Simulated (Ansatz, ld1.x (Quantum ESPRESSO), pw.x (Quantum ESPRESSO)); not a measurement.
# From atom to crystal: PAW potential for aluminium

| Item | Value |
| --- | --- |
| Element | Al |
| Generator | ld1.x (Quantum ESPRESSO) 7.5 |
| Type | PAW |
| Functional | PBE |
| Relativity | scalar-relativistic |
| Frozen core | [Ne] |
| Valence charge | 3 |
| Reference configuration | 3s2 3p0.5 (charge +0.5) |
| Partial waves | 3s (bound): rcut 1.25, rcutus 1.65 bohr; 3s channel at 1.35 Ry: rcut 1.25, rcutus 1.65 bohr; 3p (bound): rcut 2.20, rcutus 2.90 bohr; 3p channel at -0.1 Ry: rcut 2.20, rcutus 2.90 bohr; 3d channel at 0.05 Ry: rcut 2.10, rcutus 2.70 bohr |
| Local potential | all-electron potential smoothed inside 2.50 bohr (lloc = -2) |
| Core correction | Bessel-smoothed model core inside 0.90 bohr |
| Augmentation charge | PSQ, inside the norm-conserving radii |

Crystal test: bcc Al in pw.x 7.5, no spin, 14³ k-points, Fermi–Dirac smearing 0.01 Ry, cutoffs 40/320 Ry. The reference is all-electron LAPW (Ansatz 0.2.0) with the same functional, mesh and smearing; V0 and B0 come from Birch–Murnaghan fits to the pressures at five volumes. Errors are pseudo minus all-electron; Δ is the rms difference of the E(V) curves that follow from these fits, minima aligned, over ±6 % about the mean V0. Mesh and smearing are coarse, so the numbers serve the comparison and aren't converged zero-temperature values; the lattice is a test structure that the element need not adopt.

| V (Å³/atom) | P all-electron (GPa) | P pseudo (GPa) |
| --- | --- | --- |
| 16.098 | 4.02 | 4.65 |
| 16.521 | 1.91 | 2.48 |
| 16.945 | 0.07 | 0.58 |
| 17.369 | -1.53 | -1.08 |
| 17.792 | -2.94 | -2.53 |

All-electron: a0 = 3.237 Å (V0 = 16.96 Å³/atom), B0 = 68.4 GPa.

Pseudopotential: mean pressure error (GPa): +0.51; a0 (Å): 3.245; a0 error (%): +0.24; B0 error (%): -0.0; Δ (meV/atom): 1.9. The largest radius (2.90 bohr) exceeds half the bond length (2.65 bohr), so the spheres overlap, which is one possible source of error among others. Atomic configuration tests: test run stopped at test 1 of 7 (negative rho).

Q: At the middle volume, how do free energy and pressure move when the wave cutoff is lowered (ecutrho held at 320 Ry)?

A:

```
cutoff (Ry)  shift of F (meV/atom)  shift of P (GPa)
         18                   +2.4             -0.01
         24                   +1.4             -0.04
         32                   +0.1             +0.00
```

Input at the middle volume:

```
&control
  calculation='scf', prefix='x', pseudo_dir='./', outdir='./tmp', tstress=.true., disk_io='low'
/
&system
  ibrav=0, nat=1, ntyp=1, ecutwfc=40, ecutrho=320, nbnd=8,
  occupations='smearing', smearing='fd', degauss=0.01
/
&electrons
  conv_thr=1e-09, mixing_beta=0.4, electron_maxstep=70
/
ATOMIC_SPECIES
Al 1.0 Al.UPF
CELL_PARAMETERS angstrom
  -1.61805716 1.61805716 1.61805716
  1.61805716 -1.61805716 1.61805716
  1.61805716 1.61805716 -1.61805716
ATOMIC_POSITIONS crystal
Al 0.0000 0.0000 0.0000
K_POINTS automatic
14 14 14 0 0 0
```

```bash
pw.x < Al.scf.in > Al.scf.out
```

Lines of the output:

```
Message from routine setup:
     using ibrav=0 with symmetry is DISCOURAGED, use correct ibrav instead
     lattice parameter (alat)  =       5.2961  a.u.
     unit-cell volume          =     114.3505 (a.u.)^3
     number of electrons       =         3.00
     number of Kohn-Sham states=            8
     kinetic-energy cutoff     =      40.0000  Ry
     charge density cutoff     =     320.0000  Ry
     scf convergence threshold =      1.0E-09
     Exchange-correlation= SLA  PW   PBX  PBC
     number of k points=   104  Fermi-Dirac smearing, width (Ry)=  0.0100
     iteration #  1     ecut=    40.00 Ry     beta= 0.40
     total energy              =     -39.49973864 Ry
     estimated scf accuracy    <       0.01346137 Ry
     iteration #  2     ecut=    40.00 Ry     beta= 0.40
     total energy              =     -39.49823458 Ry
     estimated scf accuracy    <       0.00446248 Ry
     iteration #  3     ecut=    40.00 Ry     beta= 0.40
     total energy              =     -39.49835683 Ry
     estimated scf accuracy    <       0.00000203 Ry
     iteration #  4     ecut=    40.00 Ry     beta= 0.40
     total energy              =     -39.49835876 Ry
     estimated scf accuracy    <       0.00000158 Ry
     iteration #  5     ecut=    40.00 Ry     beta= 0.40
     total energy              =     -39.49835881 Ry
     estimated scf accuracy    <       0.00000009 Ry
     iteration #  6     ecut=    40.00 Ry     beta= 0.40
     the Fermi energy is     7.6536 ev
!    total energy              =     -39.49835882 Ry
     estimated scf accuracy    <          4.3E-10 Ry
     smearing contrib. (-TS)   =      -0.00173947 Ry
     The total energy is F=E-TS. E is the sum of the following terms:
     one-electron contribution =       3.11924146 Ry
     hartree contribution      =       0.00353890 Ry
     xc contribution           =     -16.69284696 Ry
     ewald contribution        =      -5.35586600 Ry
     one-center paw contrib.   =     -20.57068675 Ry
     convergence has been achieved in   6 iterations
          total   stress  (Ry/bohr**3)                   (kbar)     P=        5.76
```

The run at the middle volume (104 k-points, 6 iterations) took about 7.4 s on one core of a shared host (Neoverse-V1, 32 threads, 247 GiB, load 25).
